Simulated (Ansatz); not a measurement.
CuO (Tenorite) under changes of volume

One of the cells (10.135 Å³/atom); the others are scaled copies at fixed shape and fractional positions:

```
CELL_PARAMETERS angstrom
2.34185 -1.71130 0.00000
2.34185 1.71130 0.00000
-0.85003 0.00000 5.05787
ATOMIC_POSITIONS crystal
Cu 0.50000 0.00000 0.50000
Cu 0.00000 0.50000 0.00000
O 0.41840 0.58160 0.75000
O 0.58160 0.41840 0.25000
```

- Program: Ansatz 0.2.0
- Functional: BLYP
- Potentials or basis: Ansatz PAW
- Cutoff: 420 eV (not typed: the program's choice for these potentials)
- k mesh: 10 × 10 × 5
- Occupations: fermi-dirac, width 0.05 eV
- Spin: no spin polarisation

| volume (Å³/atom) | energy over the lowest point (meV/atom) | pressure (GPa) | largest force (eV/Å) |
| --- | --- | --- | --- |
| 9.527 | ? | ? | ? |
| 9.730 | 69.01 | 21.4 | 0.089 |
| 9.932 | 44.96 | 16.7 | 0.161 |
| 10.135 | 26.58 | 12.5 | 0.227 |
| 10.338 | 13.29 | 8.7 | 0.287 |
| 10.540 | 4.59 | 5.2 | 0.342 |
| 10.743 | 0.00 | 2.1 | 0.393 |

**Question.** What does the run at 9.527 Å³/atom give?

**Answer.** Energy over the lowest point 99.40 meV/atom; pressure 26.7 GPa; largest force 0.011 eV/Å.

Worked out: A Birch-Murnaghan fit of order 3 (a polynomial in V^(-2/3)) to the other rows has its minimum at 10.90 Å³/atom, just outside them, with B0 = V·E''(V) = 143 GPa and B' = 5.0 at fixed shape and positions, which overstates the stiffness. It gives 99.56 meV/atom at 9.527 Å³/atom, against the run's 99.40, and -dE/dV = 26.9 GPa, against 26.7.

Energies are extrapolated to zero smearing.

Caveats: the run has no spin polarisation, though such a crystal can be magnetic; the PAW data sets come from PBE, with cores solved anew for the run's functional, which leaves a small shift of forces and pressure.
